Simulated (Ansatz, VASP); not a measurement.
## Ag: VASP beside Ansatz

```xyz
1
Lattice="-1.3932 1.3932 1.3932 1.3932 -1.3932 1.3932 1.3932 1.3932 -1.3932" Properties=species:S:1:pos:R:3 pbc="T T T"
Ag    0.0000    0.0000    0.0000
```

Change from the starting cell: volume scaled by 0.6, LAPW.

Alike in both runs: task single point; functional PBE; k mesh 16 × 16 × 16; occupations fermi-dirac, width 0.05 eV; no spin polarisation.

```csv
,VASP,Ansatz
version,VASP 6.6.1,Ansatz 0.2.0
potentials or method,"VASP PAW PBE potentials, release 64 (Ag), cutoff 520 eV","all-electron LAPW, scalar-relativistic"
```

```csv
,VASP,Ansatz,Ansatz less VASP
pressure (GPa),187.2,188.4,+1.15
```

Ansatz ran all-electron here, so the differences hold the error of VASP's frozen core and of both bases.

Caveats: the cell as given lies far from equilibrium; so large a pressure means that the cell lies far from this level's equilibrium, or that cutoff or potentials fall short (VASP).
